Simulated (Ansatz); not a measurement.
**ZnSe: the crystal squeezed far**

The task here is to estimate one member of a computed series from the others.

Program: Ansatz 0.2.0. Level of theory: DFT PBE, with the methods named in each step. These are calculated values, not measurements.

## The system as given

Symmetry: P6_3/mmc, No. 194, hexagonal system. The conventional cell has a = 3.587 Å, b = 3.587 Å, c = 5.559 Å, α = 90.00°, β = 90.00°, γ = 120.00°. Around Zn (site symmetry -3m) lie 6 Se at 2.49 Å and 2 Zn at 2.78 Å. Se (site symmetry -6m2) has 6 Zn at 2.49 Å as nearest neighbours.

Coordinates:

```xyz
4
Lattice="3.5868 0.0000 0.0000 -1.7934 3.1062 0.0000 0.0000 0.0000 5.5595" Properties=species:S:1:pos:R:3 pbc="T T T"
Zn    0.0000    0.0000    0.0000
Zn    0.0000    0.0000    2.7797
Se    0.0000    2.0708    1.3899
Se    1.7934    1.0354    4.1696
```

Whether this phase is the stable one at these pressures isn't tested.

Atoms are numbered in the order of the input: Zn1, Zn2, Se3, Se4.

Set-up of the first run:

File input.yaml:

```yaml
crystal:
  lattice:
    - [3.5867670092, 0.0, 0.0]
    - [-1.7933835046, 3.1062313474, 0.0]
    - [0.0, 0.0, 5.5594888642]
  atoms:
    - { symbol: Zn, position: [0.0, 0.0, 0.0] }
    - { symbol: Zn, position: [0.0, 0.0, 0.5] }
    - { symbol: Se, position: [0.3333333333, 0.6666666667, 0.25] }
    - { symbol: Se, position: [0.6666666667, 0.3333333333, 0.75] }
kpoints:
  mp_grid: { grid: [10, 10, 6] }
scf:
  occupations: { method: fermi_dirac, width: 0.08 }
hamiltonian:
  xc: pbe
  pseudopotentials: { kind: paw }
output:
  forces: true
  stress: true
relax:
  f_tol: 0.005
  max_steps: 40
  cell: {}
```

Run with:

```
> ansatz run input.yaml --threads 1 --pin off --max-ram 3072MiB --backend cpu --events-out ev --progress --plain --runs-dir out
```

Among the steps run: Cell relaxed at zero pressure, PAW; Volume scaled by 1, PAW; Shape and atoms relaxed at 0.94 of the volume, PAW; Volume scaled by 0.94, PAW; Shape and atoms relaxed at 0.88 of the volume, PAW; Volume scaled by 0.88, PAW; Shape and atoms relaxed at 0.8 of the volume, PAW; Volume scaled by 0.8, PAW; Shape and atoms relaxed at 0.72 of the volume, PAW; Volume scaled by 0.72, PAW; Shape and atoms relaxed at 0.64 of the volume, PAW; Volume scaled by 0.64, PAW; Shape and atoms relaxed at 0.55 of the volume, PAW; Volume scaled by 0.55, PAW; Volume scaled by 0.55, PAW (source ansatz).

One table of the session follows, with a row left open; its other results are not shown here.

```
             method  volume over the first  volume (Å³/atom)  pressure (GPa)
                PAW                      1                 ?               ?
                PAW                   0.94            18.350            5.02
                PAW                   0.88            17.179           12.07
                PAW                    0.8            15.617           26.17
                PAW                   0.72            14.055           48.76
                PAW                   0.64            12.494           86.22
                PAW                   0.55            10.737          161.78
PAW (source ansatz)                   0.55            10.737          161.88
```

Estimate the missing values for PAW, 1.

The run gave: volume (Å³/atom): 19.521; pressure (GPa): 0.01. In the column «volume (Å³/atom)» it is the highest.
